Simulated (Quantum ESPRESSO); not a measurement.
The system is V.

```xyz
2
Lattice="2.6043 0.0000 0.0000 -1.3021 2.2554 0.0000 0.0000 0.0000 4.7233" Properties=species:S:1:pos:R:3 pbc="T T T"
V     0.0000    1.5036    1.1808
V     1.3021    0.7518    3.5425
```

This isn't the form of V at room conditions, which is bcc.

| Property | Result |
| --- | --- |
| Program | Quantum ESPRESSO 7.5 |
| Task | relaxation of cell and atoms |
| Functional | PBEsol |
| Dispersion | D4 |
| Potentials or basis | GBRV 1.5 PBEsol |
| Cutoff | 612 eV |
| Density cutoff | 4898 eV |
| k mesh | 10 × 10 × 5 |
| Occupations | fermi-dirac, width 0.05 eV |
| Spin | collinear spin, ferromagnetic start |
| Starting moments | [2.0, 2.0] μB |

At the start: pressure -9.2 GPa; volume 13.87 Å³/atom.

How do energy, volume and symmetry change on relaxing?

Over 4 steps the energy falls by 21.2 meV/atom and the volume is 13.15 Å³/atom (-5.2 %); space group P6_3/mmc (No. 194, to 0.05 Å); moment 0.00 μB per cell.

Step by step:
```tsv
step	energy change (eV)	largest force (eV/Å)	pressure (GPa)	volume (Å³)
1	0.0000	0.0000	-9.18	27.74
2	-0.0227	0.0000	-6.46	27.27
3	-0.0424	0.0000	0.37	26.25
4	-0.0425	0.0000	-0.01	26.30
```

Final structure:
```
V
1.0
     2.55827    0.00000    0.00000
    -1.27913    2.21552    0.00000
     0.00000    0.00000    4.64089
V
2
Direct
  0.33333 0.66667 0.25000
  0.66667 0.33333 0.75000
```

Caveat: pairwise dispersion overbinds metals, which lowers pressure and volume.
